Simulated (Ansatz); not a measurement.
SiC in the 4H polytype structure, relaxed with r2SCAN. The symmetry is P6_3mc (No. 186, hexagonal); conventional cell a = 3.078 Å, c = 10.077 Å, 10.33 Å³ an atom. Around Si lie 4 C at 1.88–1.89 Å; around Si lie 4 C at 1.89 Å; around C lie 4 Si at 1.89 Å; around C lie 4 Si at 1.88–1.89 Å.

```cif
data_structure
_symmetry_space_group_name_H-M 'P 1'
_symmetry_Int_Tables_number 1
_cell_length_a 3.0776
_cell_length_b 3.0776
_cell_length_c 10.0767
_cell_angle_alpha 90.000
_cell_angle_beta 90.000
_cell_angle_gamma 120.000
_cell_volume 82.65
loop_
_atom_site_label
_atom_site_type_symbol
_atom_site_fract_x
_atom_site_fract_y
_atom_site_fract_z
_atom_site_occupancy
Si1 Si 0.00000 0.00000 0.99986 1
Si2 Si 0.33333 0.66667 0.24991 1
Si3 Si 0.00000 0.00000 0.49986 1
Si4 Si 0.66667 0.33333 0.74991 1
C1 C 0.00000 0.00000 0.18728 1
C2 C 0.33333 0.66667 0.43795 1
C3 C 0.00000 0.00000 0.68728 1
C4 C 0.66667 0.33333 0.93795 1
```

5 runs of Ansatz on this cell differ in the functional (and in the settings that go with it). Levels are in eV from each run's valence top; v1 is the last filled band, c1 the first empty one.

Run A, mean stress 0.0 GPa (compression positive):

| point | v5 | v3 | v1 | c1 | c2 | c3 |
| --- | --- | --- | --- | --- | --- | --- |
| Γ | -0.61 | -0.05 | 0.00 | 5.65 | 6.24 | 6.86 |
| M | -2.50 | -2.33 | -1.18 | 2.60 | 2.76 | 4.72 |
| K | -4.53 | -2.97 | -1.75 | 4.42 | 4.42 | 5.70 |

Run B, mean stress -3.1 GPa (compression positive):

| point | v5 | v3 | v1 | c1 | c2 | c3 |
| --- | --- | --- | --- | --- | --- | --- |
| Γ | -0.66 | -0.05 | 0.00 | 7.34 | 7.96 | 8.64 |
| M | -2.70 | -2.51 | -1.28 | 4.10 | 4.27 | 6.32 |
| K | -4.91 | -3.18 | -1.89 | 5.99 | 5.99 | 7.38 |

Run C, mean stress -4.2 GPa (compression positive):

| point | v5 | v3 | v1 | c1 | c2 | c3 |
| --- | --- | --- | --- | --- | --- | --- |
| Γ | -0.59 | -0.05 | 0.00 | 5.05 | 5.62 | 6.26 |
| M | -2.39 | -2.22 | -1.12 | 2.18 | 2.29 | 4.13 |
| K | -4.39 | -2.88 | -1.68 | 3.89 | 3.89 | 5.13 |

Run D, mean stress -1.3 GPa (compression positive):

| point | v5 | v3 | v1 | c1 | c2 | c3 |
| --- | --- | --- | --- | --- | --- | --- |
| Γ | -0.64 | -0.05 | 0.00 | 7.02 | 7.63 | 8.31 |
| M | -2.63 | -2.44 | -1.24 | 3.87 | 4.02 | 6.02 |
| K | -4.80 | -3.11 | -1.83 | 5.72 | 5.72 | 7.07 |

Run E, mean stress -1.2 GPa (compression positive):

| point | v5 | v3 | v1 | c1 | c2 | c3 |
| --- | --- | --- | --- | --- | --- | --- |
| Γ | -0.64 | -0.05 | 0.00 | 6.28 | 6.89 | 7.56 |
| M | -2.61 | -2.43 | -1.24 | 3.14 | 3.29 | 5.28 |
| K | -4.77 | -3.10 | -1.83 | 4.98 | 4.98 | 6.32 |

Q: Match the runs to LDA, r2SCAN, HSE06, PBE0, r2SCAN0.

A: A is r2SCAN, B is r2SCAN0, C is LDA, D is PBE0, E is HSE06. In order of the gap: LDA 2.18, r2SCAN 2.60, HSE06 3.14, PBE0 3.87, r2SCAN0 4.10 eV. The stress vanishes for r2SCAN, which relaxed the cell.

The values are computed, spin-unpolarised, and not measurements.

The program warns that its thresholds are loose for a hybrid's stress.

The meshes of the hybrids are coarse, so their gaps aren't converged to the digits shown.
